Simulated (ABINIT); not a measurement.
Input of an ABINIT 10.8.3 (patched build) run:

run.abi

```
# Pseudopotentials
pp_dirpath "./"
pseudos "As.upf, Ga.upf"

# Structure
acell 3.9977696088 3.9977696088 3.9977696088 Angstrom
rprim
     0.0000000000     0.7071067812     0.7071067812
     0.7071067812     0.0000000000     0.7071067812
     0.7071067812     0.7071067812     0.0000000000
ntypat 2
znucl 33 31
natom 2
typat 1 2
xred
     0.7500000000     0.7500000000     0.7500000000
     0.0000000000     0.0000000000     0.0000000000

# Plane-wave basis
ecut 979.609905 eV

# k points
kptopt 1
ngkpt 6 6 6
nshiftk 1
shiftk 0.0 0.0 0.0

# Exchange and correlation
ixc 7

# Bands and occupations
nband 18
occopt 3
tsmear 0.00183747

# SCF cycle
nstep 100
tolvrs 1.0e-10

# Output
iomode 3
prtwf 0
prtden 0
prteig 0
prtebands 0
enunit 1
```

Potentials or basis: PseudoDojo NC SR LDA v0.4.1 standard.

Command:

```sh
$ abinit run.abi > log 2>&1
```

Question: Estimate the band gap on the k mesh.

Answer: 0.28 eV, direct.

**What was measured.**

“Evidence of valence band perturbations in GaAsN/GaAs(001): A combined variable-angle spectroscopic ellipsometry and modulated photoreflectance investigation”, 2008, arxiv:0805.2212 reports, for a bulk crystal of GaAs at 300 K: band gap 1.418 ± 0.005 eV (direct).

A measured gap of GaAs is 1.418 eV (direct; 300 K; “Evidence of valence band perturbations in GaAsN/GaAs(001): A combined variable-angle spectroscopic ellipsometry and modulated photoreflectance investigation”, 2008, arxiv:0805.2212); the calculated 0.28 eV misses it by -1.14 eV. So large a miss can be the level of theory's own, or it may mean another phase, state or a wrong row. 3 values of this kind are on record (1.412 to 1.51 eV); this one was drawn at random among those near their median, those with a stated uncertainty first. Spin-orbit coupling on As, Ga is left out. The value is that of LDA, without temperature or zero-point motion. Semilocal functionals fall short of measured gaps as a rule.
